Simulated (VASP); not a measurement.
Calculation: r2SCAN meta-GGA, VASP's PBE PAW potentials (set 64) (plane waves; VASP 6.6.1).

Input for VASP

POSCAR:
```
ZnTe
1
    0.0000000000     3.1180885210     3.1180885210
    3.1180885210     0.0000000000     3.1180885210
    3.1180885210     3.1180885210     0.0000000000
Zn Te
1 1
Direct
  0.0000000000   1.0000000000   0.0000000000
  0.2500000000   0.2500000000   0.2500000000
```

### KPOINTS
```
kpoints
0
Gamma
8 8 8
```

**INCAR**
```
SYSTEM = ZnTe
PREC = Accurate; ENCUT = 520; LREAL = .FALSE.
LASPH = .TRUE.
EDIFF = 1E-7; NELM = 100; ALGO = Normal
LMAXMIX = 4; LMIXTAU = .TRUE.
ISMEAR = 0; SIGMA = 0.05
METAGGA = R2SCAN
ISIF = 2
LWAVE = .FALSE.; LCHARG = .FALSE.
```

POTCAR, in this order: Zn Te (PBE.64 set). Program: vasp_std.

Output of the run:

### OUTCAR
```
 ion  position               nearest neighbor table
   1  0.000  0.000  0.000-   2 2.70   2 2.70   2 2.70   2 2.70
   2  0.250  0.250  0.250-   1 2.70   1 2.70   1 2.70   1 2.70
  LATTYP: Found a face centered cubic cell.
 ALAT       =     6.2361770420
 Subroutine PRICEL returns:
 Original cell was already a primitive cell.
 Subroutine GETGRP returns: Found 24 space group operations
The static configuration has the point symmetry T_d .
The dynamic configuration has the point symmetry T_d .
 Subroutine INISYM returns: Found 24 space group operations
 Subroutine IBZKPT returns following result:
 Found     29 irreducible k-points:

 Following reciprocal coordinates:
            Coordinates               Weight
  0.000000  0.000000  0.000000      1.000000
  0.125000  0.000000  0.000000      8.000000
  0.250000  0.000000  0.000000      8.000000
  0.375000  0.000000  0.000000      8.000000
  0.500000  0.000000  0.000000      4.000000
  0.125000  0.125000  0.000000      6.000000
  0.250000  0.125000  0.000000     24.000000
  0.375000  0.125000  0.000000     24.000000
  0.500000  0.125000  0.000000     24.000000
 -0.375000  0.125000  0.000000     24.000000
 -0.250000  0.125000  0.000000     24.000000
 -0.125000  0.125000  0.000000     12.000000
  0.250000  0.250000  0.000000      6.000000
  0.375000  0.250000  0.000000     24.000000
  0.500000  0.250000  0.000000     24.000000
 -0.375000  0.250000  0.000000     24.000000
 -0.250000  0.250000  0.000000     12.000000
  0.375000  0.375000  0.000000      6.000000
  0.500000  0.375000  0.000000     24.000000
 -0.375000  0.375000  0.000000     12.000000
  0.500000  0.500000  0.000000      3.000000
  0.375000  0.250000  0.125000     24.000000
  0.500000  0.250000  0.125000     48.000000
 -0.375000  0.250000  0.125000     24.000000
  0.500000  0.375000  0.125000     24.000000
 -0.375000  0.375000  0.125000     48.000000
 -0.250000  0.375000  0.125000     24.000000
 -0.375000  0.500000  0.125000     12.000000
 -0.250000  0.500000  0.250000      6.000000
   k-points           NKPTS =     29   k-points in BZ     NKDIM =     29   number of bands    NBANDS=     13
   number of dos      NEDOS =    301   number of ions     NIONS =      2
   total plane-waves  NPLWV =  46656
   dimension x,y,z NGX =    36 NGY =   36 NGZ =   36
   dimension x,y,z NGXF=    72 NGYF=   72 NGZF=   72
   ions per type =               1   1
   PREC   = accura    normal or accurate (medium, high low for compatibility)
   ISTART =      0    job   : 0-new  1-cont  2-samecut
   ICHARG =      2    charge: 1-file 2-atom 10-const
   ISPIN  =      1    spin polarized calculation?
   LNONCOLLINEAR =      F non collinear calculations
   LSORBIT =      F    spin-orbit coupling
   INIWAV =      1    electr: 0-lowe 1-rand  2-diag
   ENCUT  =  520.0 eV  38.22 Ry    6.18 a.u.   8.20  8.20  8.20*2*pi/ulx,y,z
   NELM   =    100;   NELMIN=  2; NELMDL= -5     # of ELM steps
   EDIFF  = 0.1E-06   stopping-criterion for ELM
   LREAL  =      F    real-space projection
   NLSPLINE    = F    spline interpolate recip. space projectors
   LMAXMIX     =    4 max onsite mixed and CHGCAR
   VOSKOWN=      0    Vosko Wilk Nusair interpolation
   EDIFFG = 0.1E-05   stopping-criterion for IOM
   NSW    =      0    number of steps for IOM
   NBLOCK =      1;   KBLOCK =      1    inner block; outer block
   IBRION =     -1    ionic relax: 0-MD 1-quasi-New 2-CG
   NFREE  =      0    steps in history (QN), initial steepest desc. (CG)
   ISIF   =      2    stress and relaxation
   ISYM   =      2    0-nonsym 1-usesym 2-fastsym
   TEIN   =    0.0    initial temperature
   TEBEG  =    0.0;   TEEND  =   0.0 temperature during run
   SMASS  =  -3.00    Nose mass-parameter (am)
...
```

OSZICAR:
```
       N       E                     dE             d eps       ncg     rms          rms(c)
DAV:   1     0.498014607660E+02    0.49801E+02   -0.87379E+03   754   0.146E+03
DAV:   2    -0.330185163525E+02   -0.82820E+02   -0.79812E+02   804   0.267E+02
DAV:   3    -0.379036160378E+02   -0.48851E+01   -0.48702E+01   974   0.664E+01
DAV:   4    -0.379642650918E+02   -0.60649E-01   -0.60633E-01   822   0.748E+00
DAV:   5    -0.379656112820E+02   -0.13462E-02   -0.13462E-02   923   0.951E-01    0.453E+00
DAV:   6    -0.353568488822E+02    0.26088E+01   -0.16213E+00   864   0.295E+01    0.440E+00
DAV:   7    -0.353112126307E+02    0.45636E-01   -0.37965E-01   754   0.107E+01    0.249E+00
DAV:   8    -0.353675275976E+02   -0.56315E-01   -0.20573E-01   774   0.418E+00    0.599E-01
DAV:   9    -0.354230220805E+02   -0.55494E-01   -0.76031E-02   784   0.260E+00    0.482E-01
DAV:  10    -0.354242219175E+02   -0.11998E-02   -0.84911E-03   844   0.137E+00    0.179E-01
DAV:  11    -0.354266111030E+02   -0.23892E-02   -0.29679E-03   779   0.732E-01    0.124E-01
DAV:  12    -0.354263362800E+02    0.27482E-03   -0.84872E-04   764   0.353E-01    0.529E-02
DAV:  13    -0.354269555333E+02   -0.61925E-03   -0.42733E-04   754   0.267E-01    0.140E-02
DAV:  14    -0.354269698530E+02   -0.14320E-04   -0.16015E-05   894   0.461E-02    0.105E-02
DAV:  15    -0.354269730404E+02   -0.31874E-05   -0.14936E-06   779   0.157E-02    0.729E-03
DAV:  16    -0.354269783993E+02   -0.53589E-05   -0.14975E-06   809   0.139E-02    0.196E-03
DAV:  17    -0.354269799402E+02   -0.15408E-05   -0.85875E-07   769   0.139E-02    0.810E-04
DAV:  18    -0.354269802126E+02   -0.27242E-06   -0.81397E-08   552   0.360E-03    0.595E-04
DAV:  19    -0.354269804065E+02   -0.19384E-06   -0.31007E-08   387   0.297E-03    0.426E-04
DAV:  20    -0.354269803515E+02    0.54989E-07   -0.11817E-08   407   0.229E-03
   1 F= -.35426980E+02 E0= -.35426980E+02  d E =-.510728E-12
```

OUTCAR:
```
------------------------ aborting loop because EDIFF is reached ----------------------------------------
  FORCE on cell =-STRESS in cart. coord.  units (eV):
  Direction    XX          YY          ZZ          XY          YZ          ZX
  --------------------------------------------------------------------------------------
  Total       -0.9707993     -0.9707993     -0.9707993      0.0000000     -0.0000000      0.0000000
  in kB      -25.6533865    -25.6533865    -25.6533865      0.0000000     -0.0000000      0.0000000
  external PRESSURE =     -25.6533865 kB  Pullay stress =       0.0000000 kB
  volume of cell :       60.63
      direct lattice vectors                 reciprocal lattice vectors
     0.000000000  3.118088521  3.118088521    -0.160354652  0.160354652  0.160354652
     3.118088521  0.000000000  3.118088521     0.160354652 -0.160354652  0.160354652
     3.118088521  3.118088521  0.000000000     0.160354652  0.160354652 -0.160354652
 POSITION                                       TOTAL-FORCE (eV/Angst)
 -----------------------------------------------------------------------------------
      0.00000      0.00000      0.00000         0.000000      0.000000     -0.000000
      1.55904      1.55904      1.55904        -0.000000     -0.000000      0.000000
 -----------------------------------------------------------------------------------
    total drift:                                0.000021      0.000021      0.000021
  FREE ENERGIE OF THE ION-ELECTRON SYSTEM (eV)
  ---------------------------------------------------
  free  energy   TOTEN  =       -35.4269803515 eV

  energy  without entropy=      -35.4269803515  energy(sigma->0) =      -35.42698035
```
(Selected blocks of OUTCAR.)

The compound is ZnTe in the zinc blende structure. This cell is one point of a volume scan, at 1.06 of the reference volume.
